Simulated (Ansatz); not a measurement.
Write the native input for Ansatz 0.2.0 that does the following.

```
Task                : single point
Functional          : LDA
Potentials or basis : all-electron LAPW, scalar-relativistic
Cutoff              : 156 eV (chosen from the basis error)
Basis error allowed : 0.001 eV/atom
k mesh              : 7 × 7 × 7
Occupations         : gaussian, width 0.05 eV
Spin                : no spin polarisation
```

Crystal: PbSe.

```
Pb Se
1.0
     3.78432    0.00000    0.00000
     0.00000    3.78432    0.00000
     0.00000    0.00000    3.78432
Pb Se
1 1
Direct
  0.00000 0.00000 0.00000
  0.50000 0.50000 0.50000
```

Measurements of this composition are mostly on another form, of space group No. 225.

The input as run:

input.yaml

```yaml
crystal:
  lattice:
    - [3.784322, 0.0, 0.0]
    - [0.0, 3.784322, 0.0]
    - [0.0, 0.0, 3.784322]
  atoms:
    - { symbol: Pb, position: [0.0, 0.0, 0.0] }
    - { symbol: Se, position: [0.5, 0.5, 0.5] }
kpoints:
  mp_grid: { grid: [7, 7, 7] }
scf:
  occupations: { method: gaussian, width: 0.05 }
hamiltonian:
  xc: lda
  pseudopotentials: { kind: all_electron, lapw: { basis_error: 0.001 } }
output:
  forces: true
  stress: true
  eigenvalues: true
```

Potentials or basis: all-electron LAPW, scalar-relativistic.

Command:

```bash
$ ansatz run input.yaml --threads 1 --pin off --max-ram 3072MiB --backend cpu --events-out ev --progress --plain --runs-dir out
```

It gave:

```
Pressure               : -4.8 GPa
Band gap on the k mesh : none (metal or under the smearing width)
```

It took 5 s on 1 thread of Arm Neoverse V2, on a shared host, peak memory 0.27 GiB.
